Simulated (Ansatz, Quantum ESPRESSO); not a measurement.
**One calculation of TaN, 7 ways**

```xyz
4
Lattice="3.6630 0.0000 0.0000 0.0000 3.6630 0.0000 0.0000 0.0000 4.5605" Properties=species:S:1:pos:R:3 pbc="T T T"
Ta    0.0000    1.8315    0.0000
Ta    1.8315    0.0000    2.2802
N     0.0000    0.0000    1.1401
N     0.0000    0.0000    3.4204
```

The cell comes from a database or a generator and needn't be the stable form of this composition.

Alike in all runs: task single point; functional PBE; k mesh 7 × 7 × 6; occupations fermi-dirac, width 0.05 eV; no spin polarisation; no spin-orbit coupling. Pressure is positive in compression and, in plane waves, holds the error of the finite cutoff, which Ansatz's Pulay term estimates and takes out.

| program and potentials | plane-wave cutoff (eV) | notes | pressure (GPa) |
| --- | --- | --- | --- |
| Ansatz, Ansatz NC | 1240 | 16 valence electrons an atom on average | -19.52 |
| Quantum ESPRESSO, SSSP 1.3 efficiency PBE | 816 | 9 valence electrons an atom on average | -20.01 |
| Ansatz, Ansatz PAW (files of its older set among them) | 870 | 16 valence electrons an atom on average | -19.61 |
| Ansatz, PseudoDojo stringent (PBE files) | 1796 | 16 valence electrons an atom on average; Pulay term of +0.03 GPa included | -19.90 |
| Ansatz, JTH PAW | 1320 | 9 valence electrons an atom on average; Pulay term of +0.04 GPa included | -19.69 |
| Ansatz, PseudoDojo standard (PBE files) | 1143 | 9 valence electrons an atom on average | -19.92 |
| Ansatz, SPMS NC | 1034 | 9 valence electrons an atom on average; Pulay term of +0.12 GPa included | -19.84 |

The pressure spans -20.01 (Quantum ESPRESSO, SSSP 1.3 efficiency PBE) to -19.52 GPa (Ansatz, Ansatz NC). The cell lies far from this level's equilibrium.

Differences between rows come from potentials, basis sets and numerical settings, since the functional is the same but for its coding. Runs on potential files found faulty are left out.

All seven runs give a strongly negative pressure, so the cell is under tension and PBE would shrink it at this geometry. The coordinates describe a PtS-type framework, with tantalum in a planar four-fold site and nitrogen in a tetrahedral one. That planar site suits a d8 ion, whereas formally trivalent tantalum is d2 and gains no comparable ligand-field advantage from it. The familiar forms of TaN are denser and give the metal more nitrogen neighbours. The tension probably reflects Ta–N bonds stretched beyond their preferred length, with the covalent N 2p–Ta 5d overlap pulling the atoms together.

The spread between potentials is small beside the pressure itself and doesn't sort by valence count. The two PseudoDojo sets nearly coincide although only the stringent one treats the Ta 4f shell as valence, which suggests that freezing this shell matters little here. The sign of the pressure is therefore secure across these potentials, but a single averaged pressure can't show whether the contraction would be mainly in the plane or along the tetragonal axis.
